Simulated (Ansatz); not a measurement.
All numbers below come from Ansatz 0.2.0, DFT PBE, scalar-relativistic, plane waves, PAW. All cells share a 420 eV cutoff and Γ-centred k meshes spaced at most 0.3 Å⁻¹ (0.19 for metals, 2π included).

These are static lattice energies at zero pressure. The comparison covers the computed candidates alone. For metals, differences of a few meV/atom aren't resolved. No run is spin-polarised.

Question: Order these relaxed structures of MgB by energy, lowest first, with the energy over the lowest of them.
A.

```
Mg B
1.0
     4.72008    0.00000    0.00000
     0.00000    4.72008    0.00000
     0.00000    0.00000    4.72008
Mg B
4 4
Direct
  0.15889 0.15889 0.15889
  0.34111 0.84111 0.65889
  0.65889 0.34111 0.84111
  0.84111 0.65889 0.34111
  0.84647 0.84647 0.84647
  0.65353 0.15353 0.34647
  0.34647 0.65353 0.15353
  0.15353 0.34647 0.65353
```

B.

```
Mg B
1.0
     4.18597    0.00000    0.00000
    -2.09298    3.62515    0.00000
     0.00000    0.00000    4.65076
Mg B
2 2
Direct
  0.33333 0.66667 0.75000
  0.66667 0.33333 0.25000
  0.33333 0.66667 0.25000
  0.66667 0.33333 0.75000
```

Answer: A (0 meV/atom), B (233 meV/atom).